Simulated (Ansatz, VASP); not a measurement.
One calculation of C, two programs

```
C
1.0
     0.00000    1.78014    1.88695
     1.78014    0.00000    1.88695
     1.78014    1.78014    0.00000
C
2
Direct
  0.50000 0.50000 0.50000
  0.75000 0.75000 0.75000
```

Change from the starting cell: strain +0.0600 x Voigt [0, 0, 1, 0, 0, 0], atoms carried along.

Alike in both runs: task single point; functional r2SCAN; k mesh 12 × 12 × 12; occupations gaussian, width 0.05 eV; no spin polarisation.

|  | VASP | Ansatz |
| --- | --- | --- |
| version | VASP 6.6.1 | Ansatz 0.2.0 |
| potentials or method | VASP PAW PBE potentials, release 64 (C) | scalar-relativistic, plane waves, PAW |
| plane-wave cutoff (eV) | 520 | 500 |
| valence electrons in the cell | 8 | 8 |

```tsv
	VASP	Ansatz	Ansatz less VASP
gap on the k mesh at the Fermi level (eV)	3.47	3.50	+0.027
least direct gap on the mesh (eV)	5.15	5.19	+0.040
pressure (GPa)	-22.5	-23.4	-0.90
largest component of the traceless stress (GPa)	38.11	38.17	+0.059
```

Caveats: so large a pressure means that the cell lies far from this level's equilibrium, or that cutoff or potentials fall short (VASP); the potentials were made for another functional, which shifts forces and pressure (VASP).
